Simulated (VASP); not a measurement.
Something may be wrong with this VASP 6.6.1 calculation of Hf.

Contents of INCAR:

```
ALGO = Fast
EDIFF = 1E-7
EDIFFG = -0.01
ENCUT = 600
GGA = CA
IBRION = 2
ISIF = 3
ISMEAR = -1
ISPIN = 2
LASPH = T
LCHARG = F
LREAL = F
LWAVE = F
NELM = 60
NSW = 30
NUPDOWN = 60
PREC = Accurate
PSTRESS = 0
SIGMA = 0.05
```

The input KPOINTS:

```
k-points
0
Gamma
  10 10 10
```

File POSCAR:

```
Hf
1.0
    0.0000000000      2.2200000000      2.2200000000
    2.2200000000      0.0000000000      2.2200000000
    2.2200000000      2.2200000000      0.0000000000
Hf
1
Direct
    0.0000000000      0.0000000000      0.0000000000
```

Potentials or basis: VASP PAW LDA potentials, release 64 (Hf_pv).

Run with:

```console
$ cat potpaw_LDA.64/Hf_pv/POTCAR > POTCAR
$ mpirun -np 1 vasp_std > vasp.out
```

OUTCAR:

```text
EDIFF = 1E-7
   EDIFFG = -0.01
   ENCUT = 600
   GGA = CA
   IBRION = 2
   ISIF = 3
   ISMEAR = -1
   ISPIN = 2
   LASPH = T
   LREAL = F
   NELM = 60
   NSW = 30
   NUPDOWN = 60
   PREC = Accurate
   PSTRESS = 0

 ion  position               nearest neighbor table
   1  0.000  0.000  0.000-

  LATTYP: Found a face centered cubic cell.
 ALAT       =     4.4400000000

  Lattice vectors:

 A1 = (   0.0000000000,   2.2200000000,   2.2200000000)
 A2 = (   2.2200000000,   0.0000000000,   2.2200000000)
 A3 = (   2.2200000000,   2.2200000000,   0.0000000000)

Analysis of symmetry for initial positions (statically):
[... 131 lines left out ...]
   ISPIN  =      2    spin polarized calculation?
   LNONCOLLINEAR =      F non collinear calculations
   LSORBIT =      F    spin-orbit coupling
   LASPH  =      T    aspherical Exc in radial PAW
   ENCUT  =  600.0 eV  44.10 Ry    6.64 a.u.   6.27  6.27  6.27*2*pi/ulx,y,z
   NELM   =     60;   NELMIN=  2; NELMDL= -5     # of ELM steps
   EDIFF  = 0.1E-06   stopping-criterion for ELM
   LREAL  =      F    real-space projection
   EDIFFG = -.1E-01   stopping-criterion for IOM
   NSW    =     30    number of steps for IOM
   IBRION =      2    ionic relax: 0-MD 1-quasi-New 2-CG
   NFREE  =      1    steps in history (QN), initial steepest desc. (CG)
   ISIF   =      3    stress and relaxation
   ISYM   =      2    0-nonsym 1-usesym 2-fastsym
   POTIM  = 0.5000    time-step for ionic-motion
   TEBEG  =    0.0;   TEEND  =   0.0 temperature during run
   PSTRESS=    0.0 pullay stress
   NELECT =      10.0000    total number of electrons
   NUPDOWN=      60.0000    fix difference up-down
   EMIN   =  10.00;   EMAX   =-10.00  energy-range for DOS
   EFERMI =   0.00;   METHOD = LEGACY
   ISMEAR =    -1;   SIGMA  =   0.05  broadening in eV -4-tet -1-fermi 0-gaus
   EFERMI_NEDOS =   21; number of points for ismear=-14 and -15
   IALGO  =     68    algorithm
   IMIX   =      4    mixing-type and parameters
     AMIX     =   0.40;   BMIX     =  1.00
     AMIX_MAG =   1.60;   BMIX_MAG =  1.00
  volume/ion in A,a.u.               =      21.88       147.67
  Fermi-wavevector in a.u.,A,eV,Ry     =   1.260991  2.382927 21.634588  1.590097
  Thomas-Fermi vector in A             =   2.394472
   LORBIT       =      0    0 simple, 1 ext, 2 COOP (PROOUT), +10 PAW based schemes
   GGA     = CA    functional components
   LHFCALC =     F    Hartree Fock is set to
   AEXX    =    0.0000 exact exchange contribution
   IVDW    =     0    specifies the selected vdW correction
   LEPSILON=     F    determine dielectric tensor
   LRPA    =     F    only Hartree local field effects (RPA)
 conjugate gradient relaxation of ions
 spin polarized calculation
 RMM-DIIS sequential band-by-band and
  energy-cutoff  :      600.00
  volume of cell :       21.88
 maximum number of plane-waves:       745
 NGX is ok and might be reduce to    28
   NGX = 13   NGY = 13   NGZ = 13
```

On the terminal:

```text
POSCAR found type information on POSCAR Hf
 POSCAR found :  1 types and       1 ions
[... 26 lines left out ...]
 WAVECAR not read
 entering main loop
```

What happened, and what is wrong with the input?

The run was cut off at its time limit. The input holds a flaw that was put in on purpose: moment fixed beyond the electrons at hand (ISPIN = 2; NUPDOWN = 60).
